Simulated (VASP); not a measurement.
## VASP 6.6.1 run: TiS₂

INCAR

```
ICHARG = 1
EDIFF = 1E-7
NSW = 0
NBANDS = 19
ISMEAR = -1
PREC = Accurate
LASPH = .TRUE.
ISIF = 2
ENCUT = 520
GGA = PE
SIGMA = 0.02
LCHARG = .FALSE.
LREAL = .FALSE.
IBRION = -1
LWAVE = .FALSE.
NELM = 92
```

KPOINTS

```
KPOINTS created by Atomic Simulation Environment
0
Gamma
12 12 4
0 0 0
```

POSCAR

```
Ti S
 1.0000000000000000
     3.2226295366105808    0.0000000000000000    0.0000000000000000
    -1.6113147683052904    2.7908790456908368    0.0000000000000000
     0.0000000000000000    0.0000000000000000    5.4238229475999997
 Ti  S
   1   2
Cartesian
 -0.0000000000000000 -0.0000000000000000 -0.0000000000000000
  0.0000000000000001  1.8605860304605577  1.4592552265498651
  1.6113147683052904  0.9302930152302789  3.9645677210501353
```

The recommended PBE PAW datasets give the neutral cell 24 valence electrons.

Command

```
mpirun -np 1 vasp_std
```

**Question.** How does this run end, and what does it give?

**Answer.** It converged. Results: gap between bands v and c on the k mesh -0.86 eV (bands overlap: a metal); least direct gap on the k mesh 0.22 eV; pressure 12.5 GPa; largest force 0.24 eV/Å. Band v is the last that the valence electrons fill when counted band by band, and c is the next.

OSZICAR

```
N       E                     dE             d eps       ncg     rms          rms(c)
DAV:   1     0.213666210037E+03    0.21367E+03   -0.11874E+04  2622   0.131E+03
DAV:   2    -0.205432431051E+01   -0.21572E+03   -0.20820E+03  2738   0.348E+02
DAV:   3    -0.219122861695E+02   -0.19858E+02   -0.19280E+02  3709   0.997E+01
DAV:   4    -0.226536033662E+02   -0.74132E+00   -0.73900E+00  3447   0.178E+01
DAV:   5    -0.226776379211E+02   -0.24035E-01   -0.24024E-01  3754   0.305E+00    0.163E+01
DAV:   6    -0.206274827752E+02    0.20502E+01   -0.26438E+01  3075   0.429E+01    0.103E+01
DAV:   7    -0.198102589070E+02    0.81722E+00   -0.13242E+01  3239   0.268E+01    0.647E+00
DAV:   8    -0.196567851104E+02    0.15347E+00   -0.21980E+00  3167   0.120E+01    0.235E+00
DAV:   9    -0.196211764095E+02    0.35609E-01   -0.32536E-01  3247   0.464E+00    0.731E-01
DAV:  10    -0.196219172961E+02   -0.74089E-03   -0.13753E-02  2984   0.945E-01    0.281E-01
DAV:  11    -0.196223777488E+02   -0.46045E-03   -0.36828E-03  3693   0.425E-01    0.240E-01
DAV:  12    -0.196218272674E+02    0.55048E-03   -0.14579E-03  3443   0.281E-01    0.906E-02
DAV:  13    -0.196217986715E+02    0.28596E-04   -0.27689E-04  3316   0.127E-01    0.259E-02
DAV:  14    -0.196217936844E+02    0.49871E-05   -0.27084E-05  3260   0.327E-02    0.160E-02
DAV:  15    -0.196217940981E+02   -0.41376E-06   -0.14588E-06  3181   0.772E-03    0.275E-03
DAV:  16    -0.196217943787E+02   -0.28060E-06   -0.56477E-07  3379   0.474E-03    0.348E-03
DAV:  17    -0.196217943791E+02   -0.36061E-09   -0.18426E-07  2173   0.368E-03
   1 F= -.19621794E+02 E0= -.19621243E+02  d E =-.110375E-02
```

Standard output (part)

```
POSCAR found type information on POSCAR TiS
 POSCAR found :  2 types and       3 ions
 LDA part: xc-table for (Slater+PW92), standard interpolation
 POSCAR, INCAR and KPOINTS ok, starting setup
 WAVECAR not read
 WARNING: CHGCAR is incomplete
 entering main loop
```

One setting is odd (density file missing or never updated), but here it hardly changes the result.

On sound settings PBE gives a gap of -0.86 eV on its mesh and a pressure of 12.5 GPa for the intended cell. This run's energy (σ→0) differs from it by 0 meV an atom.
